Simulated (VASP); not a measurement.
HfO2, 12 atoms in the cell. The structure is monoclinic, space group P2_1/c (No. 14). Conventional cell: a = 5.118 Å, b = 5.186 Å, c = 5.284 Å, α = 90.00°, β = 99.35°, γ = 90.00°. Hf (site symmetry 1) has 7 O at 2.03 to 2.25 Å as nearest neighbours. O (site symmetry 1) is surrounded by 3 Hf at 2.03 to 2.12 Å. O (site symmetry 1) is surrounded by 4 Hf at 2.14 to 2.25 Å. 

```yaml
Program: VASP 6.6.1
Task: single point
Functional: PBE
Potentials_or_basis: VASP PAW PBE potentials, release 64 (Hf_pv, O)
Cutoff: 520 eV
k_mesh: 5 × 5 × 5
Occupations: fermi-dirac, width 0.05 eV
Spin: no spin polarisation
Further_INCAR_settings: ALGO = Normal; EDIFF = 1e-07; NBANDS = 56
```

Potentials or basis: VASP PAW PBE potentials, release 64 (Hf_pv, O).

The run is started by

```console
$ cat potpaw_PBE.64/Hf_pv/POTCAR potpaw_PBE.64/O/POTCAR > POTCAR
$ mpirun -np 1 vasp_std > vasp.out
```

Hardware: 1 thread of AMD EPYC 9R45 96-Core Processor (Zen 5) (shared host).

Question: How long does it take, and how much memory?

Answer: Wall time 3.6 min on 1 thread of AMD EPYC 9R45 96-Core Processor (Zen 5), on a shared host, peak memory 0.34 GiB. Counts: scf iterations 17, k points 39.
